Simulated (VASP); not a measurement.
The system is BaF2.

```
Ba F
1.0
     0.00000    3.08000    3.08000
     3.08000    0.00000    3.08000
     3.08000    3.08000    0.00000
Ba F
1 2
Cartesian
  0.0000 0.0000 0.0000
  1.5400 1.5400 1.5400
  4.6200 4.6200 4.6200
```

The cell was built by a generator and needn't be a form met in nature.

- Program: VASP 6.6.1
- Task: relaxation of cell and atoms
- Functional: PBE
- Potentials or basis: VASP PAW PBE potentials, release 64 (Ba_sv, F)
- Cutoff: 700 eV
- k mesh: 8 × 8 × 8
- Occupations: gaussian, width 0.02 eV
- Spin: no spin polarisation

At the start: pressure 3.6 GPa; volume 19.48 Å³/atom.

Task: How do energy, volume and symmetry change on relaxing?

Result: Over 3 steps the energy falls by 12.0 meV/atom and the volume is 20.62 Å³/atom (+5.8 %); space group Fm-3m (No. 225, to 0.05 Å).

Step by step:
```csv
step,energy change (eV),largest force (eV/Å),pressure (GPa),volume (Å³)
1,0.0000,0.0000,3.58,58.44
2,-0.0356,0.0000,-0.30,62.20
3,-0.0359,0.0000,0.01,61.85
```

Final structure:
```
Ba F
1.0
     0.00000    3.13876    3.13876
     3.13876    0.00000    3.13876
     3.13876    3.13876    0.00000
Ba F
1 2
Direct
  0.00000 0.00000 0.00000
  0.25000 0.25000 0.25000
  0.75000 0.75000 0.75000
```
